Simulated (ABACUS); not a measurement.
PbSe (Clausthalite):

```
Pb Se
1.0
     0.00000    3.06065    3.06065
     3.06065    0.00000    3.06065
     3.06065    3.06065    0.00000
Pb Se
1 1
Direct
  0.00000 0.00000 0.00000
  0.50000 0.50000 0.50000
```

Base run:

| Item | Value |
| --- | --- |
| Program | ABACUS 3.10.1 |
| Functional | PBEsol |
| Potentials or basis | SPMS ONCV 1.0 PBE |
| Cutoff | 1184 eV |
| Density cutoff | 4735 eV |
| Basis | plane waves |
| k mesh | 6 × 6 × 6 |
| Occupations | fermi-dirac, width 0.05 eV |
| Spin | no spin polarisation |

Its results: band gap on the k mesh 0.21 eV, direct; pressure -0.8 GPa.

Q: The run is repeated on the same cell with these changes: functional from PBEsol to BLYP. What comes out?

A: Band gap on the k mesh 0.42 eV, direct; pressure 5.2 GPa.

BLYP binds less tightly than PBEsol, so the same cell stands under more pressure.

Caveats: the potentials were made for another functional, which shifts forces and pressure; spin-orbit coupling is left out, which as a rule narrows the gap of such compounds by several tenths of an eV.

A k mesh can miss the band edges.

Not every run made on this cell is shown here.
